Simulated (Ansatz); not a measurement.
**Calculated 63Cu NMR of the central transition for Cu2O at a changed volume**

Cell: an entry of the Crystallography Open Database (COD), relaxed with PBE at fixed cell and then changed (volume scaled by 1.02, ions relaxed).

Space group Pn-3m:1 (No. 224); a = 4.2968 Å.

```
site  Wyckoff  site symmetry       x       y       z
  Cu       4b           .-3m  0.2500  0.2500  0.2500
   O       2a           -43m  0.0000  0.0000  0.0000
```

One atom of each set is listed.

The numbers come from a DFT calculation in Ansatz (PBE, plane waves and PAW, scalar-relativistic, 420 eV cutoff, Γ-centred 7×7×7 k-points, Fermi–Dirac smearing 0.02 eV).

63Cu has I = 3/2 and Q = -220.0 mb (Pyykkö 2018); at 18.8 T its Larmor frequency is ν₀ = 212.4 MHz. Only the quadrupole interaction is simulated: positions count from each site's isotropic chemical shift, and shift anisotropy, dipolar and J coupling are left out.

Simulated pattern of one Cu site (static powder, Gaussian broadening 20 kHz):

offset (kHz), height and a bar:
```
   -282.6          4 
   -262.9         80 ########################
   -243.3        100 ##############################
   -223.7         64 ###################
   -204.1         51 ###############
   -184.4         44 #############
   -164.8         40 ############
   -145.2         38 ###########
   -125.6         36 ##########
   -105.9         35 ##########
    -86.3         33 #########
    -66.7         33 #########
    -47.0         33 #########
    -27.4         32 #########
     -7.8         31 #########
     11.8         26 #######
     31.5         27 #######
     51.1         29 ########
     70.7         31 #########
     90.4         36 ##########
    110.0         45 #############
    129.6         71 #####################
    149.2         57 #################
    168.9          3
```

Problem. Which |C_Q| and η does the pattern imply?

Solution. The pattern spans 406 kHz before broadening and its centre of gravity is at -78.0 kHz, which fixes P_Q; the places of the horns and steps fix η. That gives P_Q = 25.7 MHz, |C_Q| = 25.7 MHz and η = 0.00. The sign of C_Q can't be read from the pattern.

An axis of threefold or higher order runs through Cu, so V_zz lies along it and η is zero.

Semilocal functionals underestimate gradients at Cu(I) with two or three neighbours, in Cu₂O by a fifth to nearly a half. With a gap of 0.5 eV on this mesh, the gradients can still move by some per cent as the k-mesh gets denser.
